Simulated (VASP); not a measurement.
Input of a VASP 6.6.1 run:

INCAR

```
  PREC = Accurate
  ENCUT = 520
  EDIFF = 1E-6
  ISMEAR = 0
  SIGMA = 0.05
  LREAL = False
  LASPH = True
  NELM = 100
  ALGO = Normal
  ISIF = 2
  LWAVE = False
  LCHARG = True
  GGA = PE
  IVDW = 12
  LELF = True
  LVHAR = True
  NBANDS = 17
```

Contents of KPOINTS:

```
regular mesh
0
Gamma
  8 8 8
```

File POSCAR:

```
TePb
1.0
    4.0022870000      0.0000000000      0.0000000000
    0.0000000000      4.0022870000      0.0000000000
    0.0000000000      0.0000000000      4.0022870000
Te Pb
1 1
Direct
    0.5000000000      0.5000000000      0.5000000000
    0.0000000000      0.0000000000      0.0000000000
```

Potentials or basis: VASP PAW PBE potentials, release 64 (Te, Pb_d).

The run is started by

```bash
$ cat potpaw_PBE.64/Te/POTCAR potpaw_PBE.64/Pb_d/POTCAR > POTCAR
$ mpirun -np 1 vasp_std > vasp.out
```

**Question.** Predict the dispersion energy per atom.

**Answer.** -0.422 eV.

**Question.** What does it give for the band gap on the k mesh?

**Answer.** None (metal or under the smearing width).

 Spin-orbit coupling is left out, which matters for the levels of Pb, Te.
